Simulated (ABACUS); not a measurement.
BeS under changes of volume

One of the cells (14.261 Å³/atom); the others are scaled copies at fixed shape and fractional positions:

```
S Be
1.0
     0.00000    2.42500    2.42500
     2.42500    0.00000    2.42500
     2.42500    2.42500    0.00000
S Be
1 1
Direct
  0.75000 0.75000 0.75000
  0.00000 0.00000 0.00000
```

```yaml
Program: ABACUS 3.10.1
Functional: PBE
Potentials_or_basis: PseudoDojo NC SR 0.4.1 PBE standard
Cutoff: 1361 eV
Density_cutoff: 5442 eV
Basis: DZP LCAO (the cutoffs set its grid)
k_mesh: 9 × 9 × 9
Occupations: fermi-dirac, width 0.05 eV
Spin: no spin polarisation
```

| volume (Å³/atom) | energy over the lowest point (meV/atom) | pressure (GPa) | gap on the mesh (eV) |
| --- | --- | --- | --- |
| 13.405 | 45.49 | 11.1 | 3.50 |
| 13.690 | ? | ? | ? |
| 13.975 | 15.38 | 6.0 | 3.62 |
| 14.261 | 6.64 | 3.8 | 3.68 |
| 14.546 | 1.61 | 1.8 | 3.73 |
| 14.831 | 0.00 | 0.0 | 3.78 |
| 15.116 | 1.46 | -1.6 | 3.83 |

Task: What does the run at 13.690 Å³/atom give?

Result: Energy over the lowest point 28.19 meV/atom; pressure 8.4 GPa; gap on the mesh 3.56 eV.

Worked out: A Birch-Murnaghan fit of order 3 (a polynomial in V^(-2/3)) to the other rows has its minimum at 14.83 Å³/atom with B0 = V·E''(V) = 90 GPa and B' = 3.8. It gives 28.20 meV/atom at 13.690 Å³/atom, against the run's 28.19, and -dE/dV = 8.4 GPa, against 8.4. A straight line through the other rows of the gap, of slope 2.74 eV per unit of ln V, gives 3.56 eV, against the run's 3.56.

Energies are extrapolated to zero smearing.

Caveats: the atomic orbitals were generated for these runs and aren't a published set; an odd mesh through Γ misses points on the zone boundary, where band edges often lie; the basis of atomic orbitals isn't converged, which shifts pressures, moduli and gaps.
